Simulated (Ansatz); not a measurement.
A crystal relaxed with r2SCAN in Ansatz 0.2.0 has space group F-43m (No. 216) and a = 7.828 Å.

```
atom  site       x       y       z
  Xx    4a  0.0000  0.0000  0.0000
  Te    4d  0.2500  0.2500  0.7500
```

The r2SCAN gap is indirect, 2.94 eV (W to Γ), below the direct gap of 3.20 eV at X. The HSE06 gap is indirect, 3.31 eV (W to Γ), below the direct gap of 3.70 eV at X. The PBE gap is indirect, 2.57 eV (W to Γ), below the direct gap of 2.94 eV at W. Meshes: r2SCAN 6×6×6, HSE06 4×4×4, PBE 6×6×6. r2SCAN's ε∞ is 3.7 in all directions.

**Question.** Which element is Xx?
A. Ba
B. Sr
C. Mg
D. Be

**Answer.** A. Xx is Ba: BaTe built on the zincblende prototype. Around Ba lie 4 Te at 3.39 Å; around Te lie 4 Ba at 3.39 Å.

The calculation is spin-unpolarised, and the structure need not be a phase that has been made.

No spin-orbit coupling is included; it can move band edges with weight on the heavy atoms by tenths of an eV.

The meshes of the hybrids are coarse, so their gaps aren't converged to the digits shown.
